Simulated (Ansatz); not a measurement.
Runs of Ansatz 0.2.0 on InP. The structure is cubic, space group Fm-3m (No. 225). The conventional cell has a = 5.538 Å, b = 5.538 Å, c = 5.538 Å, α = 90.00°, β = 90.00°, γ = 90.00°. In (site symmetry m-3m) has 6 P at 2.77 Å as nearest neighbours. P (site symmetry m-3m) is surrounded by 6 In at 2.77 Å. Measurements of this composition are mostly on another form, of space group No. 216.

```tsv
screening (1/Å)	gap on the mesh (eV)	pressure (GPa)
0.6	none	(b)
0.4	none	(a)
0.15	none	-2.6
0.1	none	-2.8
0.3	none	-2.1
0.2	none	-2.5
```

Alike in all rows: task single point; level HSE06 form with a typed share of exact exchange; potentials or basis Ansatz PAW; no spin polarisation; cell as given; k mesh 4 × 4 × 4; cutoff (eV) 420; smearing fermi-dirac 0.05 eV; the mesh is coarse, so values aren't converged.

Problem. Fill in the values left out.

Solution. (a) -1.7; (b) -1.0.

Caveats: all runs use coarse meshes; the PAW data sets come from PBE, with cores solved anew for the run's functional, which leaves a small shift of forces and pressure; the thresholds are loose for stress.

A k mesh can miss the band edges, and the runs leave out spin-orbit coupling on In.

A gap of «none» marks a metal or a gap under the smearing width.
